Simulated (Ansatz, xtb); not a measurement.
**Isomers of C7H8O in order of energy**

12 gas-phase structures of C7H8O, from a drawn sample of its isomers (lower ones may exist). Each was relaxed with GFN2-xTB; where two conformers were screened, the lower at r2SCAN-D4/def2-SVP is listed:

A. `C=C1C=C/C(=C\C)O1`, a singlet
B. `Cc1ccccc1O`, a singlet
C. `Cc1cccc(O)c1`, a singlet
D. `C#C[C@@H]1C=CO[C@H]1C`, a singlet
E. `CC#CC1=CCCO1`, a singlet
F. `Cc1ccc(O)cc1`, a singlet
G. `OCc1ccccc1`, a singlet
H. `O[C@H]1[C@H]2C=C[C@@H]1C=C2`, a singlet
I. `C/C=C1/C=C(C=O)C1`, a singlet
J. `COc1ccccc1`, a singlet
K. `C=CCC(=C=O)C=C`, a singlet
L. `O=C[C@]12C[C@@H]3[C@H](C1)[C@@H]32`, a singlet

Q: Make a reasoned guess at their ranking by r2SCAN-D4/def2-SVP single-point energy.

A: Calculated order at r2SCAN-D4/def2-SVP: B (0.0), C (3.8), F (6.7), G (49.7), J (52.8), A (151.0), I (238.4), K (243.9), H (245.3), E (275.5), D (309.8), L (316.6) kJ/mol. Less than 1 kcal/mol parts B and C; C and F; G and J; K and H, so the order within those pairs means little.

Energies above the lowest of each column, in kJ/mol; the last columns are at PBE0-D3(BJ)/def2-SVP geometries and were run for some of them only (a dash: not run or not comparable):

```csv
structure,GFN2-xTB,HF/STO-3G,r2SCAN-D4/def2-SVP,PBE0-D3(BJ)/def2-SVP,CCSD(T)/def2-SVP + ΔMP2/def2-TZVPP
B,1.8,0.0,0.0,0.0,0.0
C,0.0,0.0,3.8,3.4,2.6
F,1.1,1.2,6.7,5.6,4.8
G,56.3,44.2,49.7,45.1,32.6
J,30.5,13.5,52.8,54.4,54.5
A,113.6,149.0,151.0,157.0,148.8
I,229.3,269.6,238.4,–,–
K,244.9,346.0,243.9,–,–
H,163.9,171.6,245.3,–,–
E,184.0,160.6,275.5,–,–
D,214.2,205.9,309.8,–,–
L,219.6,222.9,316.6,–,–
```

CCSD(T)/def2-SVP + ΔMP2/def2-TZVPP has B and C within 1 kcal/mol of each other at the bottom, and every level picks one of them. Flexible structures stand in one conformer each, not always the lowest. Frequencies (GFN2-xTB) were run for A, B, C, F, G, J alone. ΔMP2 is the change of the MP2 energy from the smaller to the larger basis.

Over these structures GFN2-xTB departs from r2SCAN-D4/def2-SVP by 37.0 kJ/mol on average once a common shift is removed. A GFN2-xTB relaxation took about 0.066 s and the r2SCAN-D4/def2-SVP energy about 2.1 s on a shared host (Ansatz 0.2.0, xtb 6.7.1).
